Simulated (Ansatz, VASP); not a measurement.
# B108N107 (V_N): VASP beside Ansatz, part 2 of 2

One calculation is typed for both programs; each brings its own data sets. How far apart do they land? The cell is taken from a series of runs on this material, whose earlier steps may have relaxed, scaled, displaced or heated it; both programs get it as it stands.

VASP 6.6.1 and Ansatz 0.2.0.

So far: Set-up; Ansatz: single point, LDA.

## (3) VASP: single point, LDA

Level of this step: LDA; plane waves and PAW (B, N) (VASP).

The same cell, functional (in two slightly different forms), mesh and smearing now go to VASP, with its own data sets.

Lines of VASP's logs that name or quote its potential files are left out, and so is its time.

The input, INCAR:

```
SYSTEM = B108N107
PREC = Accurate
ENCUT = 520
EDIFF = 1E-06
NELM = 120
ISMEAR = -1
SIGMA = 0.01
LREAL = Auto
ALGO = Normal
GGA = CA
NELECT = 858
NBANDS = 579
LORBIT = 11
LWAVE = .FALSE.
LCHARG = .FALSE.
ISIF = 2
LASPH = .TRUE.
GGA_COMPAT = .FALSE.
EFERMI = MIDGAP
```

The input, POSCAR:

```
B108N107
1.0
   10.7416841745      0.0000000000      0.0000000000
    0.0000000000      0.0000000000    -10.7416841745
    0.0000000000     10.7416841745      0.0000000000
B N
108 107
Direct
    0.0000080046      0.9994839818      0.0005448098
    0.0002982952      0.1661623211      0.1673054573
[... 9 atom lines left out ...]
    0.1659116475      0.1654984406      0.6680422188
[... 6 atom lines left out ...]
    0.1661867136      0.3333067306      0.5007570979
    0.1658156473      0.5006370429      0.3328536832
[... 2 atom lines left out ...]
    0.1658840254      0.3320302777      0.8345732586
    0.1661834621      0.4993442238      0.6667898276
[... 6 atom lines left out ...]
    0.1658026346      0.6672417797      0.4994450414
[... 10 atom lines left out ...]
    0.3337726366      0.1660079185      0.5007657815
[... 1 atom line left out ...]
    0.5010721441      0.1654871321      0.3329076789
[... 3 atom lines left out ...]
    0.4996365615      0.1660941066      0.6666423257
[... 4 atom lines left out ...]
    0.3337654252      0.3333018942      0.3332221934
    0.3278751544      0.5051499198      0.4948919098
    0.5048550880      0.3282511328      0.4949564740
    0.4997724718      0.4992950861      0.3332210727
    0.3279221862      0.3282231800      0.6718402683
    0.3337373614      0.4993350972      0.8340877858
    0.4996252734      0.3333967305      0.8339591494
    0.5048677083      0.5051742585      0.6718998507
[... 4 atom lines left out ...]
    0.3324053867      0.6672289372      0.3328552919
[... 1 atom line left out ...]
    0.4997801295      0.6668685661      0.5007749143
[... 1 atom line left out ...]
    0.3337407505      0.6668873939      0.6668022864
[... 1 atom line left out ...]
    0.5010449725      0.6671803049      0.8345947697
[... 6 atom lines left out ...]
    0.6674578541      0.1656112391      0.4993273706
[... 10 atom lines left out ...]
    0.6675701113      0.3319995296      0.3329334159
    0.6670878259      0.4992884677      0.5007729843
[... 2 atom lines left out ...]
    0.6669535749      0.3333890742      0.6666535594
    0.6674571201      0.5007349318      0.8344647342
[... 10 atom lines left out ...]
    0.6675738911      0.6671444201      0.6680675488
[... 10 atom lines left out ...]
    0.2508789640      0.2515366096      0.5832391335
[... 8 atom lines left out ...]
    0.0829271978      0.4169282422      0.5832233775
[... 1 atom line left out ...]
    0.2510836602      0.4167837168      0.4181432675
    0.2510659593      0.5819592457      0.5833520302
[... 2 atom lines left out ...]
    0.2508499492      0.4169242197      0.7485773489
[... 17 atom lines left out ...]
    0.4161497257      0.0838276850      0.5831715921
    0.4161930361      0.2515394187      0.4178979685
[... 1 atom line left out ...]
    0.5815905613      0.2514988945      0.5834540987
[... 1 atom line left out ...]
    0.4164044897      0.2515047814      0.7485885846
[... 2 atom lines left out ...]
    0.4161480801      0.4169178617      0.2500040945
[... 3 atom lines left out ...]
    0.4162708373      0.5819644992      0.4181319996
    0.5815539655      0.4168846505      0.4178812276
    0.5815216466      0.5822041217      0.5832418769
    0.4161241300      0.4169518789      0.9163028343
    0.4161329132      0.5822148638      0.7486009570
    0.5815478783      0.4166322109      0.7486069279
[... 5 atom lines left out ...]
    0.4161399441      0.7501336141      0.5832064674
[... 23 atom lines left out ...]
    0.7492303889      0.4169338296      0.5831972432
[... 18 atom lines left out ...]
    0.9160881704      0.9169439737      0.9164719999
```

The input, KPOINTS:

```
Automatic mesh
0
Gamma
1 1 1
0 0 0
```

Potentials, in the order of the species: B and N (LDA family, release 64).

Command:

```sh
$ export OMP_NUM_THREADS=3
$ mpirun -np 1 vasp_gam
```

The log of the run:

```text
[banner, memory and clock lines left out]
running    1 mpi-ranks, on    1 nodes
[...]
Offloading initialized ...    1 GPUs detected
[...]
LDA part: xc-table for (Slater(with rela. corr.)+CA(PZ))
 , standard interpolation
 POSCAR, INCAR and KPOINTS ok, starting setup
[...]
entering main loop
       N       E                     dE             d eps       ncg     rms          rms(c)
DAV:   1     0.666633803260E+04    0.66663E+04   -0.52843E+05  1158   0.155E+03
DAV:   2    -0.168576845243E+04   -0.83521E+04   -0.79433E+04  1465   0.385E+02
DAV:   3    -0.220903080702E+04   -0.52326E+03   -0.51905E+03  1452   0.976E+01
DAV:   4    -0.221760265410E+04   -0.85718E+01   -0.85415E+01  1412   0.131E+01
DAV:   5    -0.221772817815E+04   -0.12552E+00   -0.12536E+00  1420   0.142E+00BRMIX: very serious problems
 the old and the new charge density differ
 old charge density:   859.00000 new  858.00000
    0.690E+01
DAV:   6    -0.210619138226E+04    0.11154E+03   -0.31894E+02  1284   0.210E+01    0.322E+01
DAV:   7    -0.209404693270E+04    0.12144E+02   -0.15848E+01  1420   0.514E+00    0.189E+01
DAV:   8    -0.209063888529E+04    0.34080E+01   -0.65084E+00  1276   0.325E+00    0.206E+00
DAV:   9    -0.209053979215E+04    0.99093E-01   -0.31767E-01  1412   0.729E-01    0.101E+00
[...]
DAV:  13    -0.209053401708E+04   -0.55571E-05   -0.11901E-04  1420   0.153E-02    0.218E-02
DAV:  14    -0.209053401696E+04    0.12312E-06   -0.24069E-05  1436   0.790E-03    0.642E-03
DAV:  15    -0.209053401730E+04   -0.34260E-06   -0.45576E-06  1076   0.278E-03
   1 F= -.20905340E+04 E0= -.20905340E+04  d E =0.000000E+00
```

Parts of OUTCAR (step 3):

```text
  FREE ENERGIE OF THE ION-ELECTRON SYSTEM (eV)
  ---------------------------------------------------
  free  energy   TOTEN  =     -2090.5340173001 eV

  energy  without entropy=    -2090.5340173001  energy(sigma->0) =    -2090.53401730
```

The run ends at a pressure of -0.83 GPa, with forces up to 0.43 eV/Å.

## (4) Side by side

Known differences besides the potentials themselves: the two LDA forms differ slightly; the cutoff is 820 eV in Ansatz and 520 eV in VASP (PREC = Accurate, projectors in real space); VASP's log shows a relativistic correction to its local exchange, Ansatz's none; Ansatz's log warns that its cutoff lies below the recommended one. Total energies have different zeros and are not compared.

Compared:

| quantity | Ansatz | VASP | difference |
| --- | --- | --- | --- |
| gap on the k mesh (eV) | 4.412 | 4.386 | +0.025 |

A gap on the mesh is an upper bound, since the band edges may lie between its points. The cell carries a charge of +1 e against a uniform background, so its pressure also hangs on how the neutralising background is counted, and in a defect's cell a gap may be the spacing between its levels.

## (5) Summary of results

| Item | Value |
| --- | --- |
| difference in gap on the k mesh (single point, LDA) | 0.025 eV |

**Reading.** The difference in gap on the k mesh is 0.025 eV (single point, LDA), within the 0.08 eV picked in this series as the mark of a large difference. Such differences can come from data sets, numerical settings and the points named under the comparisons, not from the functional's error against experiment.

[Lines on the potential files, build, host, timing and source positions are cut from VASP's logs without a mark.]

[Logs are printed without paths, hosts, clocks, repeated set-up lines and the standing remarks that a program may print on its own settings, such as how far it seeks lower states.]

[Hosts, paths, dates, database ids (printed as entryN), source tags and the programs' standing remarks are cut or masked in the printed files.]
